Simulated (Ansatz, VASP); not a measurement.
Given: the input of a run of Ansatz 0.2.0 on PbS.

The input input.yaml:

```yaml
crystal:
  lattice:
    - [2.1404630743, 1.2357969321, 3.4973414117]
    - [-2.1404630743, 1.2357969321, 3.4973414117]
    - [0.0, -2.4715938643, 3.4973414117]
  atoms:
    - { symbol: Pb, position: [0.98056578, 0.98056578, 0.98056578] }
    - { symbol: S, position: [0.47503555, 0.47503555, 0.47503555] }
hamiltonian:
  xc: lda
  pseudopotentials: { kind: paw }
kpoints:
  mp_grid: { grid: [8, 8, 8] }
scf:
  occupations: { method: fermi_dirac, width: 0.05 }
output:
  forces: true
  stress: true
  eigenvalues: true
```

Potentials or basis: Ansatz PAW.

Command:

```bash
$ ansatz run input.yaml --threads 1 --pin off --max-ram 3584MiB --backend cpu --events-out ev --progress --plain --runs-dir out
```

Set up the same calculation for VASP 6.6.1. Potentials there: VASP PAW LDA potentials, release 64 (Pb_d, S).

As run (the cutoff follows the program's own potentials):

File INCAR:

```
  PREC = Accurate
  ENCUT = 520
  EDIFF = 1E-7
  ISMEAR = -1
  SIGMA = 0.05
  LREAL = F
  LASPH = T
  NELM = 100
  ALGO = Normal
  ISIF = 2
  LWAVE = F
  LCHARG = F
  NBANDS = 17
```

KPOINTS

```
regular mesh
0
Gamma
  8 8 8
```

Contents of POSCAR:

```
PbS
1.0
    2.1404630743      1.2357969321      3.4973414117
   -2.1404630743      1.2357969321      3.4973414117
    0.0000000000     -2.4715938643      3.4973414117
Pb S
1 1
Direct
    0.9805657800      0.9805657800      0.9805657800
    0.4750355500      0.4750355500      0.4750355500
```

Potentials or basis: VASP PAW LDA potentials, release 64 (Pb_d, S).

Command:

```console
$ cat potpaw_LDA.64/Pb_d/POTCAR potpaw_LDA.64/S/POTCAR > POTCAR
$ mpirun -np 1 vasp_std > vasp.out
```

Both were run:

|  | VASP | Ansatz | Ansatz less VASP |
| --- | --- | --- | --- |
| gap on the k mesh at the Fermi level (eV) | 0.43 | 0.45 | +0.020 |
| least direct gap on the mesh (eV) | 0.43 | 0.45 | +0.020 |
| pressure (GPa) | -5.4 | -5.4 | -0.03 |
| rms of the force components (eV/Å) | 0.013 | 0.014 | +0.0009 |

Atom by atom the forces differ by 0.001 eV/Å (rms over components).

Caveats: spin-orbit coupling is left out, which as a rule narrows the gap of such compounds by several tenths of an eV; the PAW data sets come from PBE, with cores solved anew for the run's functional, which leaves a small shift of forces and pressure (Ansatz).
